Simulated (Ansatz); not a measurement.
C in Ansatz: the effect of functional

C, a slab with vacuum:

```xyz
4
Lattice="2.4061 0.0000 0.0000 -1.2030 2.0837 0.0000 0.0000 0.0000 23.6413" Properties=species:S:1:pos:R:3 pbc="T T T"
C     1.2030    0.6946   13.4868
C     0.0000    1.3892   10.1545
C     0.0000    0.0000   10.1547
C     0.0000    0.0000   13.4866
```

The cell isn't the ideal one: volume scaled by 0.94.

Alike in all runs:

```yaml
Program: Ansatz 0.2.0
Task: single point
Potentials_or_basis: Ansatz PAW
k_mesh: 12 × 12 × 2
Occupations: fermi-dirac, width 0.05 eV
Spin: no spin polarisation
```

| functional | cutoff | largest force (eV/Å) |
| --- | --- | --- |
| LDA | 420 eV (not typed: the program's choice for these potentials) | ? |
| PBEsol | 420 eV (not typed: the program's choice for these potentials) | 0.03 |
| r2SCAN | 500 eV (not typed: the program's choice for these potentials) | 0.03 |

Problem. What does the run with functional LDA give?

Solution. Largest force 0.02 eV/Å.

Caveats: the PAW data sets come from PBE, with cores solved anew for the run's functional, which leaves a small shift of forces and pressure.

Runs at the PBE level aren't shown here.
